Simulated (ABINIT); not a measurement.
# Ir (Fm-3m) in ABINIT: settings compared, part 2 of 2

ABINIT 10.8.3 (patched build). Earlier steps stand in the parts before.

**5. Equation of state, rPW86PBE**

Input file run.abi:

```
ndtset 7
getwfk -1
scalecart1 3*0.9795861087
scalecart2 3*0.9864848297
scalecart3 3*0.9932883884
scalecart4 3*1.0000000000
scalecart5 3*1.0066227096
scalecart6 3*1.0131594038
scalecart7 3*1.0196128224

pp_dirpath "./"
pseudos "Ir.GGA_PBE-JTH.xml"

acell 3*1.0 Angstrom
rprim
     0.0000000000     1.9156000000     1.9156000000
     1.9156000000     0.0000000000     1.9156000000
     1.9156000000     1.9156000000     0.0000000000
ntypat 1
znucl 77
natom 1
typat 1
xred
     0.0000000000     0.0000000000     0.0000000000

ecut 17.0
pawecutdg 34.0

kptopt 1
ngkpt 12 12 12
nshiftk 1
shiftk 0.0 0.0 0.0

ixc -144130

nband 12
occopt 3
tsmear 0.00183747

nstep 100
tolvrs 1.0e-9

iomode 3
prtwf 1
prtden 0
prteig 0
prtebands 0
enunit 2
```

Potentials or basis: JTH PAW PBE v2.0.

Run with:

```sh
abinit run.abi > log 2>&1
```

run.abo:

```text
.Version 10.8.3 of ABINIT
 DATASET    1 : space group Fm -3 m (#225); Bravais cF (face-center cubic)
================================================================================
 Values of the parameters that define the memory need for DATASET  1.
     intxc =       0    ionmov =       0      iscf =      17    lmnmax =      18
     lnmax =       6     mgfft =      20  mpssoang =       3    mqgrid =    3001
     natom =       1  nloc_mem =       2    nspden =       1   nspinor =       1
    nsppol =       1      nsym =      48    n1xccc =       1    ntypat =       1
    occopt =       3   xclevel =       2
       mpw =         310          nfft =        8000          nkpt =          72
 PAW method is used; the additional fine FFT grid is defined by:
   mgfftf=        30    nfftf =     27000
================================================================================
================================================================================
[... 71 lines left out ...]
 DATASET    7 : space group Fm -3 m (#225); Bravais cF (face-center cubic)
================================================================================
 Values of the parameters that define the memory need for DATASET  7.
     intxc =       0    ionmov =       0      iscf =      17    lmnmax =      18
     lnmax =       6     mgfft =      20  mpssoang =       3    mqgrid =    3001
     natom =       1  nloc_mem =       2    nspden =       1   nspinor =       1
    nsppol =       1      nsym =      48    n1xccc =       1    ntypat =       1
    occopt =       3   xclevel =       2
       mpw =         347          nfft =        8000          nkpt =          72
 PAW method is used; the additional fine FFT grid is defined by:
   mgfftf=        30    nfftf =     27000
================================================================================
================================================================================

--------------------------------------------------------------------------------
------------- Echo of variables that govern the present computation ------------
--------------------------------------------------------------------------------
 -outvars: echo values of preprocessed input variables --------
            acell      1.8897261259E+00  1.8897261259E+00  1.8897261259E+00 Bohr
              amu      1.92220000E+02
             ecut      1.70000000E+01 Hartree
           enunit           2
           getwfk          -1
                       outvar_i_n : Printing only first  50 k-points.
              ixc     -144130
           jdtset        1    2    3    4    5    6    7
                       outvar_i_n : Printing only first  50 k-points.
         kptrlatt       12    0    0      0   12    0      0    0   12
          kptrlen1     6.01786661E+01
          kptrlen2     6.06024735E+01
          kptrlen3     6.10204348E+01
          kptrlen4     6.14327476E+01
          kptrlen5     6.18395988E+01
          kptrlen6     6.22411659E+01
          kptrlen7     6.26376171E+01
            natom           1
            nband          12
           ndtset           7
            ngfft          20      20      20
          ngfftdg          30      30      30
             nkpt          72
            nstep         100
             nsym          48
           ntypat           1
                       prtocc : prtvol=0, do not print more k-points.
           occopt           3
        pawecutdg      3.40000000E+01 Hartree
         pawxcdev           0
           prtden           0
        prtebands           0
           prteig           0
            rprim1     0.0000000000E+00  1.8764951498E+00  1.8764951498E+00
                       1.8764951498E+00  0.0000000000E+00  1.8764951498E+00
                       1.8764951498E+00  1.8764951498E+00  0.0000000000E+00
            rprim2     0.0000000000E+00  1.8897103398E+00  1.8897103398E+00
                       1.8897103398E+00  0.0000000000E+00  1.8897103398E+00
                       1.8897103398E+00  1.8897103398E+00  0.0000000000E+00
            rprim3     0.0000000000E+00  1.9027432368E+00  1.9027432368E+00
                       1.9027432368E+00  0.0000000000E+00  1.9027432368E+00
                       1.9027432368E+00  1.9027432368E+00  0.0000000000E+00
            rprim4     0.0000000000E+00  1.9156000000E+00  1.9156000000E+00
                       1.9156000000E+00  0.0000000000E+00  1.9156000000E+00
                       1.9156000000E+00  1.9156000000E+00  0.0000000000E+00
            rprim5     0.0000000000E+00  1.9282864625E+00  1.9282864625E+00
                       1.9282864625E+00  0.0000000000E+00  1.9282864625E+00
                       1.9282864625E+00  1.9282864625E+00  0.0000000000E+00
            rprim6     0.0000000000E+00  1.9408081539E+00  1.9408081539E+00
                       1.9408081539E+00  0.0000000000E+00  1.9408081539E+00
                       1.9408081539E+00  1.9408081539E+00  0.0000000000E+00
            rprim7     0.0000000000E+00  1.9531703226E+00  1.9531703226E+00
                       1.9531703226E+00  0.0000000000E+00  1.9531703226E+00
                       1.9531703226E+00  1.9531703226E+00  0.0000000000E+00
          spgroup         225
           tolvrs      1.00000000E-09
           tsmear      1.83747000E-03 Hartree
            typat      1
           useylm           1
                       outvars : Printing only first  50 k-points.
            znucl       77.00000

================================================================================

 chkinp: Checking input parameters for consistency, jdtset=   1.

 chkinp: Checking input parameters for consistency, jdtset=   2.
[... 39 lines left out ...]
 getcut : COMMENT -
  Note that boxcut > 2.2 ; recall that boxcut=Gcut(box)/Gcut(sphere) = 2
  is sufficient for exact treatment of convolution.
  Such a large boxcut is a waste : you could raise ecut
  e.g. ecut=   44.248003 Hartrees makes boxcut=2

--- Pseudopotential description ------------------------------------------------
- pspini: atom type   1  psp file is ./Ir.GGA_PBE-JTH.xml
 Pseudopotential format is: paw10
 basis_size (lnmax)=  6 (lmn_size= 18), orbitals=   0   0   1   1   2   2
 Spheres core radius: rc_sph= 2.51065676
 Shapefunction is SIN type: shapef(r)=[sin(pi*r/rshp)/(pi*r/rshp)]**2
 Radius for shape functions =  2.20407242
 Compensation charge density is not taken into account in XC energy/potential

   5.25859805E+02                                ecore*ucvol(ha*bohr**3)
--------------------------------------------------------------------------------

[... 1245 lines left out ...]
-Cartesian components of stress tensor (GPa)         [Pressure=  5.7422E+00 GPa]
- sigma(1 1)= -5.74216703E+00  sigma(3 2)=  0.00000000E+00
- sigma(2 2)= -5.74216703E+00  sigma(3 1)=  0.00000000E+00
- sigma(3 3)= -5.74216703E+00  sigma(2 1)=  0.00000000E+00

== END DATASET(S) ==============================================================
================================================================================

 -outvars: echo values of variables after computation  --------
            acell      1.8897261259E+00  1.8897261259E+00  1.8897261259E+00 Bohr
           etotal1    -7.6975535166E+01
           etotal2    -7.6978923220E+01
           etotal3    -7.6981614611E+01
           etotal4    -7.6983690316E+01
           etotal5    -7.6985215407E+01
           etotal6    -7.6986241639E+01
           etotal7    -7.6986829482E+01
            fcart1    -0.0000000000E+00 -0.0000000000E+00 -0.0000000000E+00
            fcart2    -0.0000000000E+00 -0.0000000000E+00 -0.0000000000E+00
            fcart3    -0.0000000000E+00 -0.0000000000E+00 -0.0000000000E+00
            fcart4    -0.0000000000E+00 -0.0000000000E+00 -0.0000000000E+00
            fcart5    -0.0000000000E+00 -0.0000000000E+00 -0.0000000000E+00
            fcart6    -0.0000000000E+00 -0.0000000000E+00 -0.0000000000E+00
            fcart7    -0.0000000000E+00 -0.0000000000E+00 -0.0000000000E+00
            rprim1     0.0000000000E+00  1.8764951498E+00  1.8764951498E+00
                       1.8764951498E+00  0.0000000000E+00  1.8764951498E+00
                       1.8764951498E+00  1.8764951498E+00  0.0000000000E+00
[... 17 lines left out ...]
                       1.9531703226E+00  1.9531703226E+00  0.0000000000E+00
           strten1    -1.9747678739E-03 -1.9747678739E-03 -1.9747678739E-03
                       0.0000000000E+00  0.0000000000E+00  0.0000000000E+00
           strten2    -1.5855694289E-03 -1.5855694289E-03 -1.5855694289E-03
                       0.0000000000E+00  0.0000000000E+00  0.0000000000E+00
           strten3    -1.2415393653E-03 -1.2415393653E-03 -1.2415393653E-03
                       0.0000000000E+00  0.0000000000E+00  0.0000000000E+00
           strten4    -9.3494149724E-04 -9.3494149724E-04 -9.3494149724E-04
                       0.0000000000E+00  0.0000000000E+00  0.0000000000E+00
           strten5    -6.5986741221E-04 -6.5986741221E-04 -6.5986741221E-04
                       0.0000000000E+00  0.0000000000E+00  0.0000000000E+00
           strten6    -4.1207126311E-04 -4.1207126311E-04 -4.1207126311E-04
                       0.0000000000E+00  0.0000000000E+00  0.0000000000E+00
           strten7    -1.9517229030E-04 -1.9517229030E-04 -1.9517229030E-04
                       0.0000000000E+00  0.0000000000E+00  0.0000000000E+00
 Calculation completed.
```

It took 51 s on 1 thread of Arm Neoverse V2, shared host; peak memory 0.13 GiB.

What came out:

```yaml
Equilibrium_volume: "15.19 Å³/atom (rough: see the caveat)"
Bulk_modulus: 295 GPa (rough)
```

Energy against volume, from the lowest point:
| volume (Å³/atom) | energy (meV/atom) |
| --- | --- |
| 13.215 | 307.33 |
| 13.496 | 215.14 |
| 13.778 | 141.90 |
| 14.059 | 85.42 |
| 14.340 | 43.92 |
| 14.621 | 16.00 |
| 14.902 | 0.00 |

Caveat: pressures at fixed basis lie under the slope of the energies; the minimum lies outside the volumes run; the PAW data sets were made with another functional, which shifts forces and pressure a little; the atomic spheres overlap.

**6. Overview**

| task | level | spin | cutoff (eV) | fine-grid cutoff | gap on the mesh (eV) | pressure (GPa) |
| --- | --- | --- | --- | --- | --- | --- |
| band structure | revPBE | SOC, no magnetisation | 463 | 925.187 eV | none | 16.0 |
| equation of state | BP86+D3 | off | 463 | 925.187 eV | - | - |
| band structure | SCAN | off | 544 | 1088.46 eV | none | -8.0 |
| equation of state | rPW86PBE | off | 463 | 925.187 eV | - | - |

Alike in all rows: potentials or basis JTH PAW PBE v2.0; cell as given; k mesh 12 × 12 × 12; smearing fermi-dirac 0.05 eV.

Caveats: the PAW data sets were made with another functional, which shifts forces and pressure a little (some runs); pressures at fixed basis lie under the slope of the energies (some runs); the atomic spheres overlap (some runs); so large a pressure means that the cell lies far from this level's equilibrium, or that cutoff or potentials fall short (some runs); the potentials were made for another functional, which shifts forces and pressure (some runs); spin-orbit coupling is left out, which moves the levels of the heavy elements (some runs).

Total energies depend on the potentials used, so only differences within one code and one set of settings carry meaning.
